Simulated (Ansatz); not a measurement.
## Moving the strain (εzz = s) in Cu2Al3

```
CELL_PARAMETERS angstrom
4.09195 0.00000 0.00000
-2.04598 3.54373 0.00000
0.00000 0.00000 4.99278
ATOMIC_POSITIONS crystal
Cu 0.66667 0.33333 0.16049
Cu 0.33333 0.66667 0.83951
Al 0.66667 0.33333 0.65007
Al 0.33333 0.66667 0.34993
Al 0.00000 0.00000 0.00000
```

The cell comes from a database or a generator and needn't be the stable form of this composition.

Kept alike: task relaxation of the atoms; functional PBEsol; k mesh 6 × 6 × 5; occupations fermi-dirac, width 0.05 eV; no spin polarisation. Program: Ansatz, Ansatz PAW, cutoff 420 eV. The mesh is that of the run's cell of 5 atoms. No spin-orbit coupling.

```csv
s,free energy over the lowest row (meV/atom)
-0.04,19.53
-0.02,4.42
-0.01,0.98
0,0.00
0.01,1.27
0.02,4.58
0.04,16.10
```

The cell shown is the unstrained one; x, y and z are its Cartesian axes. For a metal such a mesh leaves the last digits unconverged. All rows use potentials made for PBE.

The free energy is lowest at 0, and 19.53 meV an atom higher at -0.04.
